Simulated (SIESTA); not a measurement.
The system is Au.

```
CELL_PARAMETERS angstrom
2.81549 0.00000 0.00000
-0.01296 2.82018 0.00000
-1.13789 -1.18541 4.92401
ATOMIC_POSITIONS crystal
Au 0.67286 0.66596 0.27405
Au 0.32714 0.33404 0.72594
```

This isn't the form of Au at room conditions, which is fcc.

```yaml
Program: SIESTA 5.4.2
Task: single point
Functional: PBEsol
Potentials_or_basis: PseudoDojo 0.4 standard (PBEsol files)
Basis: DZP (energy shift 0.003 Ry; two zetas on semicore shells)
Grid_cutoff: 800 Ry
Energy_shift: 0.003 Ry
k_mesh: 10 × 10 × 6
Occupations: fermi-dirac, width 0.05 eV
Spin: no spin polarisation
```

On this cell: pressure -7.2 GPa; largest force 0.099 eV/Å; band gap on the k mesh none (metal or under the smearing width).

The same run follows on a disturbed copy (atoms moved at random, drawn with an rms of 0.05 Å):

```
CELL_PARAMETERS angstrom
2.81549 0.00000 0.00000
-0.01296 2.82018 0.00000
-1.13789 -1.18541 4.92401
ATOMIC_POSITIONS crystal
Au 0.66698 0.63452 0.27170
Au 0.32832 0.32418 0.72507
```

Task: What changes?

Result: The energy (extrapolated to zero smearing) moves by +3.4 meV/atom; pressure -7.2 GPa; largest force 0.186 eV/Å; band gap on the k mesh none (metal or under the smearing width).

Forces on the atoms (eV/Å):
```
Au   0.091  0.098  0.129
Au  -0.091 -0.098 -0.129
```

Stress tensor (GPa, compression positive):
```
-8.00  0.13  1.53
 0.13 -8.37  0.88
 1.53  0.88 -5.14
```

Caveats: short orbitals over semicore shells can move pressures by several GPa; the basis of atomic orbitals isn't converged, which shifts pressures, moduli and gaps.
